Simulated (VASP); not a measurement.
# ZnS (Wurtzite-2H) (P6_3mc) in VASP: notebook

Runs on ZnS (Wurtzite-2H). Level: PBE. Tasks: single point.

All numbers are computed with VASP 6.6.1; they aren't measurements. Logs are shortened: lines on timing, memory, paths and dates and some standing lists are left out, and cuts for length are marked.

## (1) The structure

Symmetry: P6_3mc, No. 186, hexagonal system. The conventional cell has a = 3.811 Å, b = 3.811 Å, c = 6.234 Å, α = 90.00°, β = 90.00°, γ = 120.00°. Around Zn (site symmetry 3m) lie 4 S at 2.31 to 2.40 Å. Around S (site symmetry 3m) lie 4 Zn at 2.31 to 2.40 Å.

## (2) Single point, PBE, spin-orbit coupling, no magnetisation

The input, INCAR:

```
ALGO     = Normal         # electronic algorithm
EDIFF    = 1E-7           # SCF threshold, eV
ENCUT    = 500            # plane-wave cutoff, eV
GGA      = PE             # functional
GGA_COMPAT= F            
ISIF     = 2              # what is computed and relaxed
ISMEAR   = 0              # smearing method
LASPH    = T              # aspherical terms in the spheres
LCHARG   = F              # write CHGCAR
LORBIT   = 11             # projections on sites
LREAL    = F              # projectors in reciprocal space
LSORBIT  = T              # spin-orbit coupling
LWAVE    = F              # write WAVECAR
MAGMOM   = 0 0 0 0 0 0 0 0 0 0 0 0 # initial moments
NBANDS   = 52             # bands
NELM     = 100            # most SCF steps
PREC     = Accurate       # precision mode
SIGMA    = 0.02           # smearing width, eV
```

The input, KPOINTS:

```
k-points
0
Gamma
  4 4 2
```

The input, POSCAR:

```
ZnS
1.0
    3.8110000000      0.0000000000      0.0000000000
   -1.9055000000      3.3004228138      0.0000000000
    0.0000000000      0.0000000000      6.2340000000
Zn S
2 2
Direct
    0.6666666667      0.3333333333      0.5000000000
    0.3333333333      0.6666666667      0.0000000000
    0.6666666667      0.3333333333      0.8850000000
    0.3333333333      0.6666666667      0.3850000000
```

Potentials or basis: VASP PAW PBE potentials, release 64 (Zn, S).

Launch:

```console
$ cat potpaw_PBE.64/Zn/POTCAR potpaw_PBE.64/S/POTCAR > POTCAR
$ mpirun -np 1 vasp_ncl > vasp.out
```

OUTCAR:

```text
EDIFF = 1E-7
   ENCUT = 500
   GGA = PE
   ISIF = 2
   ISMEAR = 0
   LASPH = T
   LORBIT = 11
   LREAL = F
   LSORBIT = T
   NELM = 100
   PREC = Accurate

 Found      8 irreducible k-points:

 Following reciprocal coordinates:
            Coordinates               Weight
  0.000000  0.000000  0.000000      1.000000
  0.250000  0.000000  0.000000      6.000000
  0.500000  0.000000  0.000000      3.000000
  0.250000  0.250000  0.000000      6.000000
  0.000000  0.000000  0.500000      1.000000
  0.250000  0.000000  0.500000      6.000000
   k-points           NKPTS =      8   k-points in BZ     NKDIM =      8   number of bands    NBANDS=     52
   number of dos      NEDOS =    301   number of ions     NIONS =      4
   total plane-waves  NPLWV =  37632
   dimension x,y,z NGX =    28 NGY =   28 NGZ =   48
   dimension x,y,z NGXF=    56 NGYF=   56 NGZF=   96
   ions per type =               2   2
   NGX,Y,Z   is equivalent  to a cutoff of  12.21, 12.21, 12.80 a.u.
   NGXF,Y,Z  is equivalent  to a cutoff of  24.43, 24.43, 25.60 a.u.
 SYSTEM =  unknown system
   PREC   = accura    normal or accurate (medium, high low for compatibility)
   ISTART =      0    job   : 0-new  1-cont  2-samecut
   ICHARG =      2    charge: 1-file 2-atom 10-const
   ISPIN  =      1    spin polarized calculation?
   LNONCOLLINEAR =      T non collinear calculations
   LSORBIT =      T    spin-orbit coupling
   LASPH  =      T    aspherical Exc in radial PAW
   ENCUT  =  500.0 eV  36.75 Ry    6.06 a.u.   6.95  6.95 11.37*2*pi/ulx,y,z
   NELM   =    100;   NELMIN=  2; NELMDL= -5     # of ELM steps
   EDIFF  = 0.1E-06   stopping-criterion for ELM
   LREAL  =      F    real-space projection
   EDIFFG = 0.1E-05   stopping-criterion for IOM
   NSW    =      0    number of steps for IOM
   IBRION =     -1    ionic relax: 0-MD 1-quasi-New 2-CG
   NFREE  =      0    steps in history (QN), initial steepest desc. (CG)
   ISIF   =      2    stress and relaxation
   ISYM   =      2    0-nonsym 1-usesym 2-fastsym
   POTIM  = 0.5000    time-step for ionic-motion
   TEBEG  =    0.0;   TEEND  =   0.0 temperature during run
   PSTRESS=    0.0 pullay stress
   NELECT =      36.0000    total number of electrons
   NUPDOWN=      -1.0000    fix difference up-down
   EMIN   =  10.00;   EMAX   =-10.00  energy-range for DOS
   EFERMI =   0.00;   METHOD = LEGACY
   ISMEAR =     0;   SIGMA  =   0.02  broadening in eV -4-tet -1-fermi 0-gaus
   EFERMI_NEDOS =   21; number of points for ismear=-14 and -15
   IALGO  =     38    algorithm
   IMIX   =      4    mixing-type and parameters
     AMIX     =   0.40;   BMIX     =  1.00
     AMIX_MAG =   1.60;   BMIX_MAG =  1.00
  volume/ion in A,a.u.               =      19.60       132.29
  Fermi-wavevector in a.u.,A,eV,Ry     =   1.262943  2.386617 21.701647  1.595026
  Thomas-Fermi vector in A             =   2.396326
   LORBIT       =     11    0 simple, 1 ext, 2 COOP (PROOUT), +10 PAW based schemes
   GGA     = PE    functional components
   LHFCALC =     F    Hartree Fock is set to
   AEXX    =    0.0000 exact exchange contribution
   IVDW    =     0    specifies the selected vdW correction
   LEPSILON=     F    determine dielectric tensor
   LRPA    =     F    only Hartree local field effects (RPA)
 Gauss-broadening in eV      SIGMA  =   0.02
  energy-cutoff  :      500.00
  volume of cell :       78.41
 maximum number of plane-waves:      4024
 NGX is ok and might be reduce to    28
   NGX = 13   NGY = 13   NGZ = 23

 number of electron      36.0000000 magnetization       0.0000000      0.0000000      0.0000000

 number of electron      35.9999977 magnetization      -0.0000000      0.0000000      0.0000000

 number of electron      35.9999977 magnetization      -0.0000000      0.0000000     -0.0000000

 Free energy of the ion-electron system (eV)
  ---------------------------------------------------
  ext. energy  EPLUGINS =         0.00000000
  ---------------------------------------------------
  free energy    TOTEN  =       -13.61435201 eV

  energy without entropy =      -13.61435201  energy(sigma->0) =      -13.61435201

 E-fermi :   2.3512     XC(G=0):  -9.6457

 val. band max:        2.1945899214   @ k =   0.0000   0.0000   0.0000
 cond. band min:       4.4241338050   @ k =   0.0000   0.0000   0.0000
 fundamental gap:      2.2295438835
 Fermi energy:         2.3512383206

 k-point     1 :       0.0000    0.0000    0.0000
  band No.  band energies     occupation
      1     -11.0181      1.00000
      2     -11.0181      1.00000
      3     -10.0938      1.00000
      4     -10.0938      1.00000
      5      -4.3262      1.00000
      6      -4.3262      1.00000
[... 40 lines left out ...]
     47       9.7474      0.00000
     48       9.7474      0.00000

 k-point     2 :       0.2500    0.0000    0.0000
  band No.  band energies     occupation
      1     -10.6262      1.00000
      2     -10.6261      1.00000
      3      -9.8907      1.00000
      4      -9.8885      1.00000
      5      -4.3024      1.00000
      6      -4.2768      1.00000
[... 40 lines left out ...]
     47      10.1349      0.00000
     48      10.1677      0.00000

 k-point     3 :       0.5000    0.0000    0.0000
  band No.  band energies     occupation
      1     -10.0807      1.00000
      2     -10.0807      1.00000
      3      -9.7586      1.00000
      4      -9.7586      1.00000
      5      -4.2702      1.00000
      6      -4.2702      1.00000
[... 40 lines left out ...]
     47      10.6216      0.00000
     48      10.6216      0.00000

 k-point     4 :       0.2500    0.2500    0.0000
  band No.  band energies     occupation
      1     -10.1001      1.00000
      2     -10.0992      1.00000
      3      -9.7507      1.00000
      4      -9.7486      1.00000
      5      -4.2594      1.00000
      6      -4.1962      1.00000
[... 40 lines left out ...]
     47      10.5149      0.00000
     48      10.5386      0.00000

 k-point     5 :       0.0000    0.0000    0.5000
  band No.  band energies     occupation
      1     -10.5948      1.00000
      2     -10.5948      1.00000
      3     -10.5948      1.00000
      4     -10.5948      1.00000
      5      -4.3047      1.00000
      6      -4.3047      1.00000
[... 40 lines left out ...]
     47       8.9398      0.00000
     48       8.9398      0.00000

 k-point     6 :       0.2500    0.0000    0.5000
  band No.  band energies     occupation
      1     -10.2772      1.00000
      2     -10.2772      1.00000
      3     -10.2764      1.00000
      4     -10.2764      1.00000
      5      -4.2806      1.00000
      6      -4.2806      1.00000
[... 40 lines left out ...]
     47       9.8318      0.00000
     48       9.8318      0.00000

 [... further k-points ...]

 [bands above 48 left out]

------------------------ aborting loop because EDIFF is reached ----------------------------------------

  FORCE on cell =-STRESS in cart. coord.  units (eV):
  Direction    XX          YY          ZZ          XY          YZ          ZX
  --------------------------------------------------------------------------------------
  -------------------------------------------------------------------------------------
  Total        1.6855075      1.6855075      0.4765827      0.0000000      0.0000000      0.0000000
  in kB       34.4402215     34.4402215      9.7380849      0.0000000      0.0000000      0.0000000
  external PRESSURE =      26.2061760 kB  Pullay stress =       0.0000000 kB

 VOLUME and BASIS-vectors are now :
 -----------------------------------------------------------------------------
  energy-cutoff  :      500.00
  volume of cell :       78.41
      direct lattice vectors                 reciprocal lattice vectors
     3.811000000  0.000000000  0.000000000     0.262398321  0.151495741  0.000000000
    -1.905500000  3.300422814  0.000000000     0.000000000  0.302991482  0.000000000
     0.000000000  0.000000000  6.234000000     0.000000000  0.000000000  0.160410651

 POSITION                                       TOTAL-FORCE (eV/Angst)
 -----------------------------------------------------------------------------------
      1.90550      1.10014      3.11700        -0.000000      0.000000      0.337707
     -0.00000      2.20028      0.00000         0.000000     -0.000000      0.337707
      1.90550      1.10014      5.51709         0.000000     -0.000000     -0.337707
     -0.00000      2.20028      2.40009         0.000000      0.000000     -0.337707
 -----------------------------------------------------------------------------------
    total drift:                               -0.000000      0.000000      0.000320

  FREE ENERGIE OF THE ION-ELECTRON SYSTEM (eV)
  ---------------------------------------------------
  free  energy   TOTEN  =       -13.6143520121 eV

  energy  without entropy=      -13.6143520121  energy(sigma->0) =      -13.61435201

 Spin-Orbit-Coupling matrix elements

 Ion:    1  E_soc:     -0.0083832
 l=   1
     0.0000000    -0.0004036    -0.0004321
    -0.0004036     0.0000000    -0.0004036
    -0.0004321    -0.0004036     0.0000000
 l=   2
     0.0000000    -0.0001964     0.0000000    -0.0001964    -0.0007992
    -0.0001964     0.0000000    -0.0005872    -0.0001933    -0.0001964
     0.0000000    -0.0005872     0.0000000    -0.0005872     0.0000000
    -0.0001964    -0.0001933    -0.0005872     0.0000000    -0.0001964
    -0.0007992    -0.0001964     0.0000000    -0.0001964     0.0000000
 l=   3
     0.0000000     0.0000000     0.0000000     0.0000000     0.0000000     0.0000000     0.0000000
     0.0000000     0.0000000     0.0000000     0.0000000     0.0000000     0.0000000     0.0000000
     0.0000000     0.0000000     0.0000000     0.0000000     0.0000000     0.0000000     0.0000000
     0.0000000     0.0000000     0.0000000     0.0000000     0.0000000     0.0000000     0.0000000
     0.0000000     0.0000000     0.0000000     0.0000000     0.0000000     0.0000000     0.0000000
     0.0000000     0.0000000     0.0000000     0.0000000     0.0000000     0.0000000     0.0000000
     0.0000000     0.0000000     0.0000000     0.0000000     0.0000000     0.0000000     0.0000000

 Ion:    2  E_soc:     -0.0083832
 l=   1
     0.0000000    -0.0004036    -0.0004321
    -0.0004036     0.0000000    -0.0004036
    -0.0004321    -0.0004036     0.0000000
 l=   2
     0.0000000    -0.0001964     0.0000000    -0.0001964    -0.0007992
    -0.0001964     0.0000000    -0.0005872    -0.0001933    -0.0001964
     0.0000000    -0.0005872     0.0000000    -0.0005872     0.0000000
    -0.0001964    -0.0001933    -0.0005872     0.0000000    -0.0001964
    -0.0007992    -0.0001964     0.0000000    -0.0001964     0.0000000
 l=   3
     0.0000000     0.0000000     0.0000000     0.0000000     0.0000000     0.0000000     0.0000000
     0.0000000     0.0000000     0.0000000     0.0000000     0.0000000     0.0000000     0.0000000
     0.0000000     0.0000000     0.0000000     0.0000000     0.0000000     0.0000000     0.0000000
     0.0000000     0.0000000     0.0000000     0.0000000     0.0000000     0.0000000     0.0000000
     0.0000000     0.0000000     0.0000000     0.0000000     0.0000000     0.0000000     0.0000000
     0.0000000     0.0000000     0.0000000     0.0000000     0.0000000     0.0000000     0.0000000
     0.0000000     0.0000000     0.0000000     0.0000000     0.0000000     0.0000000     0.0000000

 Ion:    3  E_soc:     -0.0017563
 l=   1
     0.0000000    -0.0002936    -0.0002910
    -0.0002936     0.0000000    -0.0002936
    -0.0002910    -0.0002936     0.0000000
 l=   2
     0.0000000     0.0000000     0.0000000     0.0000000     0.0000000
     0.0000000     0.0000000     0.0000000     0.0000000     0.0000000
     0.0000000     0.0000000     0.0000000     0.0000000     0.0000000
     0.0000000     0.0000000     0.0000000     0.0000000     0.0000000
     0.0000000     0.0000000     0.0000000     0.0000000     0.0000000
 l=   3
     0.0000000     0.0000000     0.0000000     0.0000000     0.0000000     0.0000000     0.0000000
     0.0000000     0.0000000     0.0000000     0.0000000     0.0000000     0.0000000     0.0000000
     0.0000000     0.0000000     0.0000000     0.0000000     0.0000000     0.0000000     0.0000000
     0.0000000     0.0000000     0.0000000     0.0000000     0.0000000     0.0000000     0.0000000
     0.0000000     0.0000000     0.0000000     0.0000000     0.0000000     0.0000000     0.0000000
     0.0000000     0.0000000     0.0000000     0.0000000     0.0000000     0.0000000     0.0000000
     0.0000000     0.0000000     0.0000000     0.0000000     0.0000000     0.0000000     0.0000000

 Ion:    4  E_soc:     -0.0017563
 l=   1
     0.0000000    -0.0002936    -0.0002910
    -0.0002936     0.0000000    -0.0002936
    -0.0002910    -0.0002936     0.0000000
 l=   2
     0.0000000     0.0000000     0.0000000     0.0000000     0.0000000
     0.0000000     0.0000000     0.0000000     0.0000000     0.0000000
     0.0000000     0.0000000     0.0000000     0.0000000     0.0000000
     0.0000000     0.0000000     0.0000000     0.0000000     0.0000000
     0.0000000     0.0000000     0.0000000     0.0000000     0.0000000
 l=   3
     0.0000000     0.0000000     0.0000000     0.0000000     0.0000000     0.0000000     0.0000000
     0.0000000     0.0000000     0.0000000     0.0000000     0.0000000     0.0000000     0.0000000
     0.0000000     0.0000000     0.0000000     0.0000000     0.0000000     0.0000000     0.0000000
     0.0000000     0.0000000     0.0000000     0.0000000     0.0000000     0.0000000     0.0000000
     0.0000000     0.0000000     0.0000000     0.0000000     0.0000000     0.0000000     0.0000000
     0.0000000     0.0000000     0.0000000     0.0000000     0.0000000     0.0000000     0.0000000
     0.0000000     0.0000000     0.0000000     0.0000000     0.0000000     0.0000000     0.0000000

 total charge

# of ion       s       p       d       tot
------------------------------------------
    1        0.518   0.482   9.802  10.803
    2        0.518   0.482   9.802  10.803
    3        1.312   2.449   0.000   3.761
    4        1.312   2.449   0.000   3.761
--------------------------------------------------
tot          3.660   5.863  19.604  29.127

 magnetization (x)

# of ion       s       p       d       tot
------------------------------------------
    1        0.000   0.000   0.000   0.000
    2       -0.000   0.000  -0.000  -0.000
    3       -0.000   0.000   0.000   0.000
    4        0.000   0.000   0.000   0.000
--------------------------------------------------
tot         -0.000   0.000   0.000   0.000

 magnetization (y)

# of ion       s       p       d       tot
------------------------------------------
    1        0.000  -0.000   0.000  -0.000
    2        0.000  -0.000   0.000  -0.000
    3        0.000   0.000   0.000   0.000
    4        0.000   0.000   0.000   0.000
--------------------------------------------------
tot          0.000  -0.000   0.000  -0.000

 magnetization (z)

# of ion       s       p       d       tot
------------------------------------------
    1       -0.000  -0.000  -0.000  -0.000
    2       -0.000   0.000   0.000   0.000
    3        0.000   0.000   0.000   0.000
    4       -0.000   0.000   0.000  -0.000
--------------------------------------------------
tot         -0.000   0.000   0.000  -0.000
```

It took 77 s on 1 thread of Intel Xeon Platinum 8259CL at 2.50GHz (Skylake/Cascade Lake), shared host; peak memory 0.34 GiB.

The run converged, but some of its settings lie outside the range that counts as converged, so its numbers aren't taken as properties of the crystal.

What came out:

```yaml
Free_energy: -13.6144 eV
Pressure: 2.6 GPa
Largest_force: 0.338 eV/Å
Valence_electrons_inside_the_program's_atomic_spheres: Zn 10.80; S 3.76
```

Caveat: the k mesh is coarse (spacing up to 0.50 Å⁻¹), so the values aren't converged.

(Part 1 of 2 ends here.)
